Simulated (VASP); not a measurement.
# CdO (Fm-3m) in VASP: further runs

One crystal, CdO, is run at these levels: PBEsol; tasks: relaxation of cell and atoms.

Program: VASP 6.6.1. These are calculated values, not measurements. Logs are shortened: lines on timing, memory, paths and dates and some standing lists are left out, and cuts for length are marked.

## (1) The structure

The structure is cubic, space group Fm-3m (No. 225). Conventional cell: a = 4.705 Å, b = 4.705 Å, c = 4.705 Å, α = 90.00°, β = 90.00°, γ = 90.00°. Cd (site symmetry m-3m) is surrounded by 6 O at 2.35 Å. Around O (site symmetry m-3m) lie 6 Cd at 2.35 Å.

## (2) Relaxation of cell and atoms, PBEsol

INCAR reads:

```
SYSTEM = CdO
PREC = Accurate ; ENCUT = 600
EDIFF = 1E-7 ; ISMEAR = 0
SIGMA = 0.03 ; LREAL = .FALSE.
LASPH = .TRUE. ; NELM = 80
ALGO = Normal ; ISIF = 3
LWAVE = .FALSE. ; LCHARG = .FALSE.
GGA = PS ; IBRION = 2
NSW = 90 ; EDIFFG = -0.005
```

KPOINTS reads:

```
regular mesh
0
G
  12 12 12
  0 0 0
```

POSCAR reads:

```
CdO                                     
1.0
    0.0000000000      2.3523961160      2.3523961160
    2.3523961160      0.0000000000      2.3523961160
    2.3523961160      2.3523961160      0.0000000000
  Cd              O             
     1     1
Direct
     0.0000000000000000    0.0000000000000000    0.0000000000000000
     0.5000000000000000    0.5000000000000000    0.5000000000000000
```

Potentials or basis: VASP PAW PBE potentials, release 64 (Cd, O).

Launch:

```bash
$ cat potpaw_PBE.64/Cd/POTCAR potpaw_PBE.64/O/POTCAR > POTCAR
$ mpirun -np 1 vasp_std > vasp.out
```

OUTCAR:

```text
SYSTEM = CdO
   PREC = Accurate
   ENCUT = 600
   EDIFF = 1E-7
   ISMEAR = 0
   LREAL = .FALSE.
   LASPH = .TRUE.
   NELM = 80
   ISIF = 3
   GGA = PS
   IBRION = 2
   NSW = 90
   EDIFFG = -0.005

 ion  position               nearest neighbor table
   1  0.000  0.000  0.000-   2 2.35   2 2.35   2 2.35   2 2.35   2 2.35   2 2.35
   2  0.500  0.500  0.500-   1 2.35   1 2.35   1 2.35   1 2.35   1 2.35   1 2.35

  LATTYP: Found a face centered cubic cell.
 ALAT       =     4.7047922320

  Lattice vectors:

 A1 = (   0.0000000000,   2.3523961160,   2.3523961160)
 A2 = (   2.3523961160,   0.0000000000,   2.3523961160)
 A3 = (   2.3523961160,   2.3523961160,   0.0000000000)

Analysis of symmetry for initial positions (statically):
=====================================================================
 Subroutine PRICEL returns:
 Original cell was already a primitive cell.

 Routine SETGRP: Setting up the symmetry group for a
 face centered cubic supercell.

 Subroutine GETGRP returns: Found 48 space group operations
 (whereof 48 operations were pure point group operations)
 out of a pool of 48 trial point group operations.

The static configuration has the point symmetry O_h .

Analysis of symmetry for dynamics (positions and initial velocities):
=====================================================================
 Subroutine PRICEL returns:
 Original cell was already a primitive cell.

 Routine SETGRP: Setting up the symmetry group for a
 face centered cubic supercell.

 Subroutine GETGRP returns: Found 48 space group operations
 (whereof 48 operations were pure point group operations)
 out of a pool of 48 trial point group operations.

The dynamic configuration has the point symmetry O_h .

 Subroutine INISYM returns: Found 48 space group operations
 (whereof 48 operations are pure point group operations),
 and found     1 'primitive' translations

----------------------------------------------------------------------------------------

                                     Primitive cell

  volume of cell :      26.0352

  direct lattice vectors                    reciprocal lattice vectors
     0.000000000  2.352396116  2.352396116    -0.212549237  0.212549237  0.212549237
     2.352396116  0.000000000  2.352396116     0.212549237 -0.212549237  0.212549237
     2.352396116  2.352396116  0.000000000     0.212549237  0.212549237 -0.212549237

  length of vectors
     3.326790491  3.326790491  3.326790491     0.368146078  0.368146078  0.368146078

  position of ions in fractional coordinates (direct lattice)
     0.000000000  0.000000000  0.000000000
     0.500000000  0.500000000  0.500000000

  ion indices of the primitive-cell ions
   primitive index   ion index
                 1           1
                 2           2

----------------------------------------------------------------------------------------

 KPOINTS: regular mesh

Automatic generation of k-mesh.
 Grid dimensions read from file:
 generate k-points for:   12   12   12

 Generating k-lattice:

  Cartesian coordinates                     Fractional coordinates (reciprocal lattice)
    -0.017712436  0.017712436  0.017712436     0.083333333  0.000000000  0.000000000
     0.017712436 -0.017712436  0.017712436     0.000000000  0.083333333  0.000000000
     0.017712436  0.017712436 -0.017712436     0.000000000  0.000000000  0.083333333

  Length of vectors
     0.030678840  0.030678840  0.030678840

  Shift w.r.t. Gamma in fractional coordinates (k-lattice)
     0.000000000  0.000000000  0.000000000

 Subroutine IBZKPT returns following result:
 ===========================================

 Found     72 irreducible k-points:

 Following reciprocal coordinates:
            Coordinates               Weight
  0.000000  0.000000  0.000000      1.000000
  0.083333  0.000000  0.000000      8.000000
  0.166667  0.000000  0.000000      8.000000
  0.250000  0.000000  0.000000      8.000000
  0.333333  0.000000  0.000000      8.000000
  0.416667  0.000000  0.000000      8.000000
[... 16 lines left out ...]
  0.500000  0.166667  0.000000     24.000000
 -0.416667  0.166667  0.000000     24.000000
 [... further k-points ...]
   k-points           NKPTS =     72   k-points in BZ     NKDIM =     72   number of bands    NBANDS=     13
   number of dos      NEDOS =    301   number of ions     NIONS =      2
   total plane-waves  NPLWV =  21952
   dimension x,y,z NGX =    28 NGY =   28 NGZ =   28
   dimension x,y,z NGXF=    56 NGYF=   56 NGZF=   56
   ions per type =               1   1
   NGX,Y,Z   is equivalent  to a cutoff of  13.99, 13.99, 13.99 a.u.
   NGXF,Y,Z  is equivalent  to a cutoff of  27.98, 27.98, 27.98 a.u.
 SYSTEM =  CdO
   PREC   = accura    normal or accurate (medium, high low for compatibility)
   ISTART =      0    job   : 0-new  1-cont  2-samecut
   ICHARG =      2    charge: 1-file 2-atom 10-const
   ISPIN  =      1    spin polarized calculation?
   LNONCOLLINEAR =      F non collinear calculations
   LSORBIT =      F    spin-orbit coupling
   LASPH  =      T    aspherical Exc in radial PAW
   ENCUT  =  600.0 eV  44.10 Ry    6.64 a.u.   6.64  6.64  6.64*2*pi/ulx,y,z
   NELM   =     80;   NELMIN=  2; NELMDL= -5     # of ELM steps
   EDIFF  = 0.1E-06   stopping-criterion for ELM
   LREAL  =      F    real-space projection
   EDIFFG = -.5E-02   stopping-criterion for IOM
   NSW    =     90    number of steps for IOM
   IBRION =      2    ionic relax: 0-MD 1-quasi-New 2-CG
   NFREE  =      1    steps in history (QN), initial steepest desc. (CG)
   ISIF   =      3    stress and relaxation
   ISYM   =      2    0-nonsym 1-usesym 2-fastsym
   POTIM  = 0.5000    time-step for ionic-motion
   TEBEG  =    0.0;   TEEND  =   0.0 temperature during run
   PSTRESS=    0.0 pullay stress
   NELECT =      18.0000    total number of electrons
   NUPDOWN=      -1.0000    fix difference up-down
   EMIN   =  10.00;   EMAX   =-10.00  energy-range for DOS
   EFERMI =   0.00;   METHOD = LEGACY
   ISMEAR =     0;   SIGMA  =   0.03  broadening in eV -4-tet -1-fermi 0-gaus
   EFERMI_NEDOS =   21; number of points for ismear=-14 and -15
   IALGO  =     38    algorithm
   IMIX   =      4    mixing-type and parameters
     AMIX     =   0.40;   BMIX     =  1.00
     AMIX_MAG =   1.60;   BMIX_MAG =  1.00
  volume/ion in A,a.u.               =      13.02        87.85
  Fermi-wavevector in a.u.,A,eV,Ry     =   1.447589  2.735546 28.511190  2.095513
  Thomas-Fermi vector in A             =   2.565526
   LORBIT       =      0    0 simple, 1 ext, 2 COOP (PROOUT), +10 PAW based schemes
   GGA     = PS    functional components
   LHFCALC =     F    Hartree Fock is set to
   AEXX    =    0.0000 exact exchange contribution
   IVDW    =     0    specifies the selected vdW correction
   LEPSILON=     F    determine dielectric tensor
   LRPA    =     F    only Hartree local field effects (RPA)
 conjugate gradient relaxation of ions
 non-spin polarized calculation
 Gauss-broadening in eV      SIGMA  =   0.03
  energy-cutoff  :      600.00
  volume of cell :       26.04
 maximum number of plane-waves:       893
   NGX = 13   NGY = 13   NGZ = 13

 number of electron      18.0000002 magnetization

 Free energy of the ion-electron system (eV)
  ---------------------------------------------------
  ext. energy  EPLUGINS =         0.00000000
  ---------------------------------------------------
  free energy    TOTEN  =        -8.50572274 eV

  energy without entropy =       -8.50567702  energy(sigma->0) =       -8.50569988

 E-fermi :   1.8753     XC(G=0): -11.9422

 val. band max:        1.8491208607   @ k =   0.5000   0.0000   0.0000
 cond. band min:       2.1416358649   @ k =   0.0833   0.0000   0.0000
 fundamental gap:      0.2925150042
 Fermi energy:         1.8752541953

 k-point     1 :       0.0000    0.0000    0.0000
  band No.  band energies     occupation
      1     -15.4488      2.00000
      2      -4.8051      2.00000
      3      -4.8051      2.00000
      4      -4.8051      2.00000
      5      -4.5027      2.00000
      6      -4.5027      2.00000
      7       0.5009      2.00000
      8       0.5009      2.00000
      9       0.5009      2.00000
     10       1.3096      2.00000
     11      16.6108      0.00000
     12      18.7063      0.00000
     13      18.7063      0.00000

 k-point     2 :       0.0833    0.0000    0.0000
  band No.  band energies     occupation
      1     -15.3995      2.00000
      2      -4.8337      2.00000
      3      -4.7908      2.00000
      4      -4.7908      2.00000
      5      -4.5540      2.00000
      6      -4.5540      2.00000
      7      -0.2327      2.00000
      8       0.5995      2.00000
      9       0.5995      2.00000
     10       2.1416      0.00000
     11      15.6868      0.00000
     12      18.0932      0.00000
     13      18.0942      0.00000

 k-point     3 :       0.1667    0.0000    0.0000
  band No.  band energies     occupation
      1     -15.2617      2.00000
      2      -4.9380      2.00000
      3      -4.8427      2.00000
      4      -4.8427      2.00000
      5      -4.5909      2.00000
      6      -4.5909      2.00000
      7      -1.0687      2.00000
      8       0.8593      2.00000
      9       0.8593      2.00000
     10       3.2853      0.00000
     11      13.7965      0.00000
     12      16.8668      0.00000
     13      16.8668      0.00000
[... 305 lines left out ...]
 k-point    23 :       0.5000    0.1667    0.0000
  band No.  band energies     occupation
      1     -14.6748      2.00000
      2      -5.5022      2.00000
      3      -5.2308      2.00000
      4      -5.1798      2.00000
      5      -4.3256      2.00000
      6      -4.2150      2.00000
      7      -1.9117      2.00000
      8       0.8639      2.00000
      9       1.2960      2.00000
     10       7.1223      0.00000
     11       8.9898      0.00000
     12      12.1979      0.00000
     13      14.0831      0.00000

 k-point    24 :      -0.4167    0.1667    0.0000
  band No.  band energies     occupation
      1     -14.6527      2.00000
      2      -5.5686      2.00000
      3      -5.2731      2.00000
      4      -5.1787      2.00000
      5      -4.2707      2.00000
      6      -4.2478      2.00000
      7      -1.8792      2.00000
      8       0.6436      2.00000
      9       1.5985      2.00000
     10       7.3846      0.00000
     11       8.7356      0.00000
     12      12.0176      0.00000
     13      14.0176      0.00000

 [... further k-points ...]

------------------------ aborting loop because EDIFF is reached ----------------------------------------

  FORCE on cell =-STRESS in cart. coord.  units (eV):
  Direction    XX          YY          ZZ          XY          YZ          ZX
  --------------------------------------------------------------------------------------
  -------------------------------------------------------------------------------------
  Total       -0.0028344     -0.0028344     -0.0028344      0.0000000      0.0000000     -0.0000000
  in kB       -0.1744273     -0.1744273     -0.1744273      0.0000000      0.0000000     -0.0000000
  external PRESSURE =      -0.1744273 kB  Pullay stress =       0.0000000 kB

 VOLUME and BASIS-vectors are now :
 -----------------------------------------------------------------------------
  energy-cutoff  :      600.00
  volume of cell :       26.04
      direct lattice vectors                 reciprocal lattice vectors
     0.000000000  2.352396116  2.352396116    -0.212549237  0.212549237  0.212549237
     2.352396116  0.000000000  2.352396116     0.212549237 -0.212549237  0.212549237
     2.352396116  2.352396116  0.000000000     0.212549237  0.212549237 -0.212549237

 POSITION                                       TOTAL-FORCE (eV/Angst)
 -----------------------------------------------------------------------------------
      0.00000      0.00000      0.00000        -0.000000     -0.000000     -0.000000
      2.35240      2.35240      2.35240         0.000000      0.000000      0.000000
 -----------------------------------------------------------------------------------
    total drift:                                0.000000      0.000000      0.000000

  FREE ENERGIE OF THE ION-ELECTRON SYSTEM (eV)
  ---------------------------------------------------
  free  energy   TOTEN  =        -8.5057227368 eV

  energy  without entropy=       -8.5056770159  energy(sigma->0) =       -8.50569988

 reached required accuracy - stopping structural energy minimisation
```

Run time: 17 s. Hardware: 1 thread of Intel Xeon Platinum 8488C (Sapphire Rapids), shared host; peak memory 0.17 GiB.

Results:

```yaml
Free_energy: -8.5057 eV
Pressure_after_relaxing: 0.0 GPa
Band_gap_on_the_k_mesh: none (metal or under the smearing width)
```

Final structure:
```
Cd O
1.0
     0.00000    2.35240    2.35240
     2.35240    0.00000    2.35240
     2.35240    2.35240    0.00000
Cd O
1 1
Direct
  0.00000 0.00000 0.00000
  0.50000 0.50000 0.50000
```

Caveat: the relaxation stopped at its first step, so nothing moved; the PAW data sets were made with another functional, which shifts forces and pressure a little; this crystal is a semiconductor, whose small gap the functional closes, so the metal is an error of the method.

(Part 1 of 2 ends here.)
